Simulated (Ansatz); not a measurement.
Here is the system:

BaF2 (fluorite)

```xyz
6
Lattice="0.0000 6.2463 6.2463 3.1231 3.1231 6.2463 3.1231 3.1231 0.0000" Properties=species:S:1:pos:R:3 pbc="T T T"
Ba     0.0000     0.0000     0.0000
Ba     3.1231     6.2463     3.1231
F      1.5616     1.5616     1.5616
F      1.5616     4.6847     4.6847
F      4.6847     4.6847     4.6847
F      4.6847     7.8078     7.8078
```

The atoms are displaced by Q × the pattern below (from a DFPT mode at X = (0.5, 0.5, 0.0), largest move 1; Q in Å), at fixed cell. (q is in reciprocal vectors of the primitive cell; the cell shown is doubled to hold the pattern.)

```csv
atom,x,y,z
Ba1,0.000,0.000,-1.000
Ba2,0.000,0.000,1.000
```

Atoms not listed stay in place.

All values below come from PBE (plane waves to 420 eV, PAW, scalar-relativistic; Ansatz, a program for electronic structure). k mesh 9×9×9 (Γ-centred), Fermi-Dirac smearing 0.05 eV. The energy includes the smearing's −TS. BaF2 was relaxed with its symmetry unable to fall. The zero of ΔE is the undisplaced structure.

The scan covers Q from -0.100 to 0.100 Å in 13 points.

Which space group does the distorted structure have?

P4/nmm (No. 129), lowered from Fm-3m.

What is the energy change at Q = 0.100 Å?

112.2 meV/cell.

What harmonic wavenumber does the curvature at Q = 0 give?

149 cm⁻¹.

(A displaced cell: forces are minus the slopes of the energy, force constants its curvatures, and phonons follow from these.)
